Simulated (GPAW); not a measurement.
Runs of GPAW 26.7.0 on Ga. It takes space group Cmcm (No. 63, orthorhombic). Conventional cell: a = 7.634 Å, b = 4.653 Å, c = 4.488 Å, α = 90.00°, β = 90.00°, γ = 90.00°. Ga (site symmetry m) is surrounded by 7 Ga at 2.48 to 2.76 Å. This isn't the form of Ga at room conditions, which is orthorhombic.

```tsv
task	level	potentials or basis	cell	k mesh	band path	band points	gap on the mesh (eV)	pressure (GPa)	V0 of scaled cells (Å³/atom)	B0 (GPa)	largest force (eV/Å)
equation of state	PBEsol	PAW data sets generated in the run's folder for this functional, pw	as given	7 × 7 × 6	-	-	-	-	20.19	(c)	-
band structure	PBEsol	PAW data sets generated in the run's folder for this functional, pw	as given	6 × 6 × 5	GXSRAZGYX1A1TY,ZT	60	-	0.6	-	-	0.04
band structure	LDA	the program's PAW data sets (release 1.2.1) made for this functional, pw	as given	6 × 6 × 5	GXSRAZGYX1A1TY,ZT	60	-	-1.6	-	-	(a)
single point	PBEsol	PAW data sets generated in the run's folder for this functional, pw	as given	7 × 7 × 6	-	-	none	(b)	-	-	0.04
single point	PBEsol	PAW data sets generated in the run's folder for this functional, pw	atoms moved at random, drawn with an rms of 0.05 Å	7 × 7 × 6	-	-	none	0.9	-	-	0.30
equation of state	LDA	the program's PAW data sets (release 1.2.1) made for this functional, pw	as given	6 × 6 × 5	-	-	-	-	19.41	64	-
```

Alike in all rows: no spin polarisation; cutoff (eV) 600; smearing fermi-dirac 0.05 eV.

Q: Estimate the missing entries.

A: (a) 0.01; (b) 0.8; (c) 58.

Caveats: the cell was scaled at fixed shape and fractional positions, which overstates the stiffness of a crystal with free parameters, most of all of layers and chains (some runs).

A k mesh can miss the band edges, and the runs leave out spin-orbit coupling on Ga.

A gap of «none» marks a metal or a gap under the smearing width.
